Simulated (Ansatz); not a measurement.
**C in Ansatz: the effect of functional**

The system is C.

```
C
1.0
     0.00000    1.78337    1.78337
     1.78337    0.00000    1.78337
     1.78337    1.78337    0.00000
C
2
Direct
  0.75000 0.75000 0.75000
  0.50000 0.50000 0.50000
```

This isn't the form of C at room conditions, which is graphite.

Alike in all runs:

| Item | Value |
| --- | --- |
| Program | Ansatz 0.2.0 |
| Task | projected density of states |
| Potentials or basis | Ansatz PAW |
| k mesh | 7 × 7 × 7 |
| Occupations | fermi-dirac, width 0.05 eV |
| Spin | no spin polarisation |

```tsv
functional	cutoff	gap on the mesh (eV)	pressure (GPa)
LDA	420 eV (not typed: the program's choice for these potentials)	4.23	-13.1
PBEsol	420 eV (not typed: the program's choice for these potentials)	?	?
RPBE	420 eV (not typed: the program's choice for these potentials)	4.27	8.0
revPBE	420 eV (not typed: the program's choice for these potentials)	4.27	6.4
BLYP	420 eV (not typed: the program's choice for these potentials)	4.56	11.0
r2SCAN	500 eV (not typed: the program's choice for these potentials)	4.49	-2.4
HSE06	420 eV (not typed: the program's choice for these potentials)	5.41	-8.2
PBE0	420 eV (not typed: the program's choice for these potentials)	6.16	-8.3
r2SCAN0	500 eV (not typed: the program's choice for these potentials)	6.27	-10.4
```

What does the run with functional PBEsol give?

gap on the mesh 4.13 eV; pressure -4.8 GPa.

Caveats: all runs use coarse meshes; odd divisions of the mesh miss points on the zone boundary, where band edges often lie, so the gap on the mesh can be too wide; the PAW data sets come from PBE, with cores solved anew for the run's functional, which leaves a small shift of forces and pressure; the density of states is complete only up to the lowest level of the last band computed; the thresholds are loose for stress (some runs).

A k mesh can miss the band edges.

Runs at the PBE level aren't shown here.
